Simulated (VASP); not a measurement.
# ZnO (P6_3/mmc) in VASP: notebook, part 2 of 2

VASP 6.6.1. Earlier steps stand in the parts before.

## (4) Single point, PBEsol

This run uses another cell than the first one, of 11.90 Å³/atom, 1.055 times its volume.

File INCAR:

```
PREC = Accurate
ENCUT = 520
EDIFF = 1E-6
ISMEAR = 0
SIGMA = 0.1
LREAL = False
LASPH = True
NELM = 100
ALGO = Fast
ISIF = 2
LWAVE = False
LCHARG = True
GGA = PS
LELF = True
LVHAR = True
NBANDS = 26
```

File KPOINTS:

```
regular mesh
0
Gamma
  6 6 4
```

File POSCAR:

```
ZnO
1.0
    3.2500000000      0.0000000000      0.0000000000
   -1.6250000000      2.8145825623      0.0000000000
    0.0000000000      0.0000000000      5.2050000000
Zn O
2 2
Direct
    0.3333333333      0.6666666667      0.0000000000
    0.6666666667      0.3333333333      0.5000000000
    0.3333333333      0.6666666667      0.5000000000
    0.6666666667      0.3333333333      1.0000000000
```

Potentials or basis: VASP PAW PBE potentials, release 64 (Zn, O).

On the command line:

```
$ cat potpaw_PBE.64/Zn/POTCAR potpaw_PBE.64/O/POTCAR > POTCAR
$ mpirun -np 1 vasp_std > vasp.out
```

OUTCAR:

```text
PREC = Accurate
   ENCUT = 520
   EDIFF = 1E-6
   ISMEAR = 0
   LREAL = False
   LASPH = True
   NELM = 100
   ISIF = 2
   GGA = PS

 ion  position               nearest neighbor table
   1  0.333  0.667  0.000-   4 1.88   4 1.88   4 1.88
   2  0.667  0.333  0.500-   3 1.88   3 1.88   3 1.88
   3  0.333  0.667  0.500-   2 1.88   2 1.88   2 1.88
   4  0.667  0.333  0.000-   1 1.88   1 1.88   1 1.88

  LATTYP: Found a hexagonal cell.
 ALAT       =     3.2500000000
 C/A-ratio  =     1.6015384615

  Lattice vectors:

 A1 = (   3.2500000000,   0.0000000000,   0.0000000000)
 A2 = (  -1.6250000000,   2.8145825623,   0.0000000000)
 A3 = (   0.0000000000,   0.0000000000,   5.2050000000)

Analysis of symmetry for initial positions (statically):
=====================================================================
 Subroutine PRICEL returns:
 Original cell was already a primitive cell.

 Routine SETGRP: Setting up the symmetry group for a
 hexagonal supercell.

 Subroutine GETGRP returns: Found 24 space group operations
 (whereof 12 operations were pure point group operations)
 out of a pool of 24 trial point group operations.

The static configuration has the point symmetry D_3h.
 The point group associated with its full space group is D_6h.

Analysis of symmetry for dynamics (positions and initial velocities):
=====================================================================
 Subroutine PRICEL returns:
 Original cell was already a primitive cell.

 Routine SETGRP: Setting up the symmetry group for a
 hexagonal supercell.

 Subroutine GETGRP returns: Found 24 space group operations
 (whereof 12 operations were pure point group operations)
 out of a pool of 24 trial point group operations.

The dynamic configuration has the point symmetry D_3h.
 The point group associated with its full space group is D_6h.

 Subroutine INISYM returns: Found 24 space group operations
 (whereof 12 operations are pure point group operations),
[... 115 lines left out ...]
     AMIX     =   0.40;   BMIX     =  1.00
     AMIX_MAG =   1.60;   BMIX_MAG =  1.00
  volume/ion in A,a.u.               =      11.90        80.33
  Fermi-wavevector in a.u.,A,eV,Ry     =   1.491430  2.818395 30.264315  2.224364
  Thomas-Fermi vector in A             =   2.604086
   LORBIT       =      0    0 simple, 1 ext, 2 COOP (PROOUT), +10 PAW based schemes
   GGA     = PS    functional components
   LHFCALC =     F    Hartree Fock is set to
   AEXX    =    0.0000 exact exchange contribution
   IVDW    =     0    specifies the selected vdW correction
   LEPSILON=     F    determine dielectric tensor
   LRPA    =     F    only Hartree local field effects (RPA)
 non-spin polarized calculation
 RMM-DIIS sequential band-by-band and
 Gauss-broadening in eV      SIGMA  =   0.10
  energy-cutoff  :      520.00
  volume of cell :       47.61
 maximum number of plane-waves:      1302
   NGX = 13   NGY = 13   NGZ = 19

 number of electron      36.0000019 magnetization

 Free energy of the ion-electron system (eV)
  ---------------------------------------------------
  ext. energy  EPLUGINS =         0.00000000
  ---------------------------------------------------
  free energy    TOTEN  =       -18.89746675 eV

  energy without entropy =      -18.89746675  energy(sigma->0) =      -18.89746675

 E-fermi :   1.6230     XC(G=0): -11.1656

 val. band max:        1.2155024949   @ k =   0.0000   0.0000   0.0000
 cond. band min:       2.0242283390   @ k =   0.0000   0.0000   0.0000
 fundamental gap:      0.8087258441
 Fermi energy:         1.6230101523

 k-point     1 :       0.0000    0.0000    0.0000
  band No.  band energies     occupation
      1     -17.1132      2.00000
      2     -16.4320      2.00000
      3      -5.2166      2.00000
      4      -5.2166      2.00000
      5      -5.1671      2.00000
      6      -5.1671      2.00000
[... 598 lines left out ...]
     25      16.6237      0.00000
     26      16.8288      0.00000

------------------------ aborting loop because EDIFF is reached ----------------------------------------

  FORCE on cell =-STRESS in cart. coord.  units (eV):
  Direction    XX          YY          ZZ          XY          YZ          ZX
  --------------------------------------------------------------------------------------
  -------------------------------------------------------------------------------------
  Total        3.3152310      3.3152310     -1.3570869      0.0000000     -0.0000000      0.0000000
  in kB      111.5594299    111.5594299    -45.6667543      0.0000000     -0.0000000      0.0000000
  external PRESSURE =      59.1507018 kB  Pullay stress =       0.0000000 kB

 VOLUME and BASIS-vectors are now :
 -----------------------------------------------------------------------------
  energy-cutoff  :      520.00
  volume of cell :       47.61
      direct lattice vectors                 reciprocal lattice vectors
     3.250000000  0.000000000  0.000000000     0.307692308  0.177646237  0.000000000
    -1.625000000  2.814582562  0.000000000     0.000000000  0.355292473  0.000000000
     0.000000000  0.000000000  5.205000000     0.000000000  0.000000000  0.192122959

 POSITION                                       TOTAL-FORCE (eV/Angst)
 -----------------------------------------------------------------------------------
     -0.00000      1.87639      0.00000        -0.000000      0.000000      0.000000
      1.62500      0.93819      2.60250         0.000000     -0.000000      0.000000
     -0.00000      1.87639      2.60250         0.000000      0.000000      0.000000
      1.62500      0.93819      0.00000        -0.000000      0.000000      0.000000
 -----------------------------------------------------------------------------------
    total drift:                               -0.000000      0.000000     -0.000000

  FREE ENERGIE OF THE ION-ELECTRON SYSTEM (eV)
  ---------------------------------------------------
  free  energy   TOTEN  =       -18.8974667495 eV

  energy  without entropy=      -18.8974667494  energy(sigma->0) =      -18.89746675
```

OSZICAR:

```text
N       E                     dE             d eps       ncg     rms          rms(c)
DAV:   1     0.284071989515E+03    0.28407E+03   -0.18076E+04  1116   0.201E+03
DAV:   2     0.722215898763E+01   -0.27685E+03   -0.25947E+03  1194   0.404E+02
DAV:   3    -0.214297051981E+02   -0.28652E+02   -0.28317E+02  1184   0.135E+02
DAV:   4    -0.219357823665E+02   -0.50608E+00   -0.50522E+00  1162   0.181E+01
DAV:   5    -0.219383912530E+02   -0.26089E-02   -0.26087E-02  1156   0.134E+00    0.159E+01
RMM:   6    -0.190084951399E+02    0.29299E+01   -0.75632E+00  1224   0.174E+01    0.118E+01
RMM:   7    -0.189439878088E+02    0.64507E-01   -0.75891E-01  1246   0.835E+00    0.525E+00
RMM:   8    -0.189045441455E+02    0.39444E-01   -0.81713E-02  1246   0.244E+00    0.229E+00
RMM:   9    -0.188984884035E+02    0.60557E-02   -0.27677E-02  1303   0.189E+00    0.239E-01
RMM:  10    -0.188973282643E+02    0.11601E-02   -0.49064E-03  1310   0.509E-01    0.686E-02
RMM:  11    -0.188975067773E+02   -0.17851E-03   -0.99369E-04  1256   0.313E-01    0.538E-02
RMM:  12    -0.188974668900E+02    0.39887E-04   -0.26805E-04  1337   0.152E-01    0.199E-02
RMM:  13    -0.188974672252E+02   -0.33517E-06   -0.26913E-05  1338   0.408E-02    0.955E-03
RMM:  14    -0.188974667495E+02    0.47567E-06   -0.41861E-06   981   0.168E-02
   1 F= -.18897467E+02 E0= -.18897467E+02  d E =-.902735E-10
```

It took 15 s on 1 thread of Intel Xeon Platinum 8559C (Emerald Rapids), shared host; peak memory 0.16 GiB.

What came out:

```yaml
Free_energy: -18.8975 eV
Pressure: 5.9 GPa
Band_gap_on_the_k_mesh: 0.81 eV, direct
```

Stress tensor (GPa, compression positive):
```
11.16  0.00  0.00
 0.00 11.16  0.00
 0.00  0.00 -4.57
```

Levels at points of the mesh, in eV from the valence-band top:
| k point | band 16 | band 17 | band 18 | band 19 | band 20 | band 21 |
| --- | --- | --- | --- | --- | --- | --- |
| (0.00, 0.00, 0.00) | -0.33 | 0.00 | 0.00 | 0.81 | 4.64 | 7.77 |
| (0.50, 0.00, 0.00) | -2.21 | -1.84 | -1.15 | 5.78 | 6.74 | 7.51 |
| (0.00, 0.00, 0.50) | -0.16 | -0.16 | -0.16 | 3.21 | 3.21 | 9.56 |
| (0.50, 0.00, 0.50) | -2.13 | -1.01 | -1.01 | 5.52 | 5.52 | 8.29 |

Caveat: the PAW data sets were made with another functional, which shifts forces and pressure a little.

## (5) Overview

| task | cell | k mesh | cutoff (eV) | smearing | mesh quality | gap on the mesh (eV) | pressure (GPa) |
| --- | --- | --- | --- | --- | --- | --- | --- |
| single point | P6_3/mmc, 11.29 Å³/atom | 6 × 6 × 2 | 520 | gaussian 0.02 eV | coarse | 0.88 | 1.0 |
| relaxation of cell and atoms | relaxed | 6 × 6 × 2 | 600 | gaussian 0.02 eV | coarse | 0.86 | 0.0 |
| single point | P6_3/mmc, 11.9 Å³/atom | 6 × 6 × 4 | 520 | gaussian 0.1 eV | not flagged | 0.81 | 5.9 |

Alike in all rows: level PBEsol; potentials or basis VASP PAW PBE potentials, release 64 (Zn, O); no spin polarisation.

Caveats: some runs use coarse meshes; the PAW data sets were made with another functional, which shifts forces and pressure a little.

Absolute energies hang on the potentials; compare differences alone.
